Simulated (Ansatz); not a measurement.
**As (sc type) under strong compression**

```
As
1.0
     2.72911    0.00000    0.00000
     0.00000    2.72911    0.00000
     0.00000    0.00000    2.72911
As
1
Direct
  0.00000 0.00000 0.00000
```

The cell comes from a relaxation on PAW files under the same functional, begun from a prototype that needn't be the stable phase.

Its volume is scaled at fixed shape and fractional positions.

All numbers are PBE results (scalar-relativistic) from Ansatz 0.2.0, with a Γ-centred 15×15×15 k mesh, Fermi–Dirac smearing of 0.08 eV, no spin polarisation. Methods: LAPW: all electrons, basis error target 1 meV/atom; PAW: frozen-core files, cutoff 420 eV; crystal datasets: all electrons, by PAW datasets that the program makes for each cell; norm-conserving: pseudopotentials, cutoff 1143 eV; PAW (cutoff 1000 eV): frozen-core files, cutoff 1000 eV.

Energies are extrapolated to zero smearing and count from the unscaled cell; pressure is positive in compression; gaps take the mesh and a band path. No temperature or zero-point motion is included.

```json
{"V/V0": "1.00", "V (Å³/atom)": "20.33", "P LAPW (GPa)": "0.00", "ΔE LAPW (eV/atom)": "0.000", "P PAW − LAPW (GPa)": "-0.01", "ΔE PAW − LAPW (meV/atom)": "0.0"}
{"V/V0": "0.88", "V (Å³/atom)": "17.89", "P LAPW (GPa)": "13.33", "ΔE LAPW (eV/atom)": "0.089", "P PAW − LAPW (GPa)": "-0.02", "ΔE PAW − LAPW (meV/atom)": "-0.1"}
{"V/V0": "0.78", "V (Å³/atom)": "15.85", "P LAPW (GPa)": "34.2", "ΔE LAPW (eV/atom)": "0.378", "P PAW − LAPW (GPa)": "-0.01", "ΔE PAW − LAPW (meV/atom)": "-0.3"}
{"V/V0": "0.68", "V (Å³/atom)": "13.82", "P LAPW (GPa)": "?", "ΔE LAPW (eV/atom)": "?", "P PAW − LAPW (GPa)": "?", "ΔE PAW − LAPW (meV/atom)": "?"}
{"V/V0": "0.58", "V (Å³/atom)": "11.79", "P LAPW (GPa)": "140.5", "ΔE LAPW (eV/atom)": "2.308", "P PAW − LAPW (GPa)": "0.11", "ΔE PAW − LAPW (meV/atom)": "0.7"}
{"V/V0": "0.50", "V (Å³/atom)": "10.16", "P LAPW (GPa)": "248.9", "ΔE LAPW (eV/atom)": "4.228", "P PAW − LAPW (GPa)": "0.24", "ΔE PAW − LAPW (meV/atom)": "2.4"}
{"V/V0": "0.43", "V (Å³/atom)": "8.74", "P LAPW (GPa)": "420.2", "ΔE LAPW (eV/atom)": "7.123", "P PAW − LAPW (GPa)": "0.61", "ΔE PAW − LAPW (meV/atom)": "5.9"}
```

(1) Fit the Vinet equation to the LAPW pressures shown (residuals weighted by 1/(|P| + 0.03·Pmax)), and predict the pressure of the withheld row.

(2) From the table, what is the rise of the enthalpy H = E + pV up to the last row, and how stiff is the crystal between the last two rows?

(3) At the smallest volume, how far do crystal datasets and norm-conserving and PAW (cutoff 1000 eV) lie from LAPW in pressure?

Results:

(1) The fit gives V0 = 20.34 Å³/atom, B0 = 74.6 GPa and B0′ = 4.95. At 13.82 Å³/atom, x = (V/V0)^(1/3) = 0.8791, and P = 3·B0·(1 − x)/x²·exp[1.5·(B0′ − 1)·(1 − x)] = 71.7 GPa. The run itself gave 70.4 GPa (+1.9 % off) and ΔE = 1.016 eV/atom.

(2) ΔH = 7.123 eV + (420.2 GPa × 8.74 Å³ − 0.00 GPa × 20.33 Å³) × 0.006242 eV/(GPa·Å³) = 30.05 eV/atom, of which pV makes 76 %. The mean bulk modulus there is −ΔP/Δln V = 1140 GPa.

(3) crystal datasets: 0.00 GPa; norm-conserving: +0.06 GPa; PAW (cutoff 1000 eV): +0.50 GPa, on a LAPW pressure of 420.2 GPa.
